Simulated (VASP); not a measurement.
Input of a VASP 6.6.1 run:

Contents of INCAR:

```
PREC = Accurate
ENCUT = 520
EDIFF = 1E-6
ISMEAR = 0
SIGMA = 0.1
LREAL = F
LASPH = T
NELM = 80
ALGO = Fast
ISIF = 2
LWAVE = F
LCHARG = F
GGA = PE
NBANDS = 14
```

KPOINTS

```
regular mesh
0
Gamma
  8 8 8
```

POSCAR

```
GeH
1.0
    0.0000000000      1.8119634251      1.8119634251
    1.8119634251      0.0000000000      1.8119634251
    1.8119634251      1.8119634251      0.0000000000
Ge H
1 1
Direct
    0.0000000000      0.0000000000      0.0000000000
    0.5000000000      0.5000000000      0.5000000000
```

Potentials or basis: VASP PAW PBE potentials, release 64 (Ge_d, H).

Command:

```console
$ cat potpaw_PBE.64/Ge_d/POTCAR potpaw_PBE.64/H/POTCAR > POTCAR
$ mpirun -np 1 vasp_std > vasp.out
```

Task: Estimate the band gap on the k mesh.

Result: None (metal or under the smearing width).

Task: Estimate the pressure.

Result: 170.2 GPa.

Caveat: the k mesh is coarse (spacing up to 0.38 Å⁻¹), so the values aren't converged; a pressure of tens of GPa on the cell as given is suspect, and the run, the potentials or the cell itself is likely at fault.
